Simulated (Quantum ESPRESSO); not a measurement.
FeS2 (Marcasite), 6 atoms in the cell. It takes space group Pnnm (No. 58, orthorhombic). The conventional cell has a = 4.440 Å, b = 5.390 Å, c = 3.370 Å, α = 90.00°, β = 90.00°, γ = 90.00°. Fe (site symmetry 2/m) has 6 S at 2.21 to 2.24 Å as nearest neighbours. Around S (site symmetry m) lie 3 Fe at 2.21 to 2.24 Å and 1 S at 2.25 Å. 

```yaml
Program: Quantum ESPRESSO 7.5
Task: band structure
Functional: PBEsol
Potentials_or_basis: GBRV 1.5 PBEsol
Cutoff: 762 eV
Density_cutoff: 6095 eV
k_mesh: 6 × 5 × 8
Occupations: fermi-dirac, width 0.05 eV
Spin: collinear spin, ferromagnetic start
Starting_moments: "[3.0, 3.0, 0.0, 0.0, 0.0, 0.0] μB"
Mixing_beta: 0.3
Most_SCF_iterations: 120
SCF_threshold: 1.2e-09 Ry
```

Potentials or basis: GBRV 1.5 PBEsol.

Command:

```sh
$ OMP_NUM_THREADS=1 mpirun -n 2 pw.x -nk 2 -in pw.in > pw.out
$ OMP_NUM_THREADS=1 mpirun -n 2 pw.x -nk 2 -in bands.in > bands.out
```

Hardware: 2 MPI ranks on Arm Neoverse V2, with other jobs on the host.

Q: Estimate the wall time of this run.

A: It took 8.4 min on 2 MPI ranks on Arm Neoverse V2, on a shared host, peak memory 0.76 GiB a rank. Counts: scf iterations 15, k pools 2, bands 41, k points 60, g dense 87243.
